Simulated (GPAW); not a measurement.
Here is a GPAW 26.7.0 calculation.

Contents of run.py:

```python
from ase.dft.bandgap import bandgap
from ase.io import read, write
from ase.units import GPa
from gpaw import GPAW, PW

atoms = read('BN.cif')

calc = GPAW(mode=PW(600),
            xc='LDA',
            kpts={'size': (10, 10, 10), 'gamma': True},
            occupations={'name': 'fermi-dirac', 'width': 0.05},
            nbands=11,
            maxiter=120,
            txt='gpaw.txt')
atoms.calc = calc
energy = atoms.get_potential_energy()
forces = atoms.get_forces()
stress = atoms.get_stress()
calc.write('gs.gpw')
write('result.traj', atoms)
print(f'Energy: {energy:.6f} eV')
print('Forces (eV/A):')
print(forces.round(4))
print('Stress (GPa):', (stress / GPa).round(3))
print('Fermi level:', round(calc.get_fermi_level(), 4), 'eV')
print(f'Gap: {bandgap(calc)[0]:.4f} eV, direct: {bandgap(calc, direct=True)[0]:.4f} eV')
```

BN.cif

```cif
data_BN
_cell_length_a 2.56397060
_cell_length_b 2.56397060
_cell_length_c 2.56397060
_cell_angle_alpha 60.00000000
_cell_angle_beta 60.00000000
_cell_angle_gamma 60.00000000
_space_group_name_H-M_alt 'P1'
_space_group_name_Hall 'P 1'
_space_group_IT_number 1
loop_
_space_group_symop_operation_xyz
'x,y,z'
loop_
_atom_site_label
_atom_site_type_symbol
_atom_site_symmetry_multiplicity
_atom_site_Wyckoff_symbol
_atom_site_fract_x
_atom_site_fract_y
_atom_site_fract_z
_atom_site_occupancy
N1 N 1 a 0.2500000000 0.2500000000 0.2500000000 1
B1 B 1 a 0.0000000000 0.0000000000 0.0000000000 1
```

Potentials or basis: the program's PAW data sets (release 1.2.1) made for this functional, pw.

The run is started by

```sh
$ OMP_NUM_THREADS=1 python run.py
```

(1) Predict the band gap on the k mesh.

(2) Predict the pressure.

Answers

(1) 4.33 eV, indirect (least direct gap 8.65 eV).

(2) -27.3 GPa.

Caveat: the cutoff is short for stress and forces, so pressures can be off by a GPa or more; so large a pressure means that the cell lies far from this level's equilibrium, or that cutoff or potentials fall short.

**Experimental background.**

A printed reference work, monograph reports, for a bulk crystal of BN at 300 K: band gap 6.4 eV (indirect).

Against the measured gap of BN, 6.4 eV (indirect; 300 K; a printed reference work, monograph), the calculated 4.33 eV is off by -2.07 eV. The value is that of LDA on a finite k mesh, which can miss the band edges, without temperature or zero-point motion. Semilocal functionals fall short of measured gaps as a rule. The cell is a database's relaxed one, not the measured one, which moves gaps too.
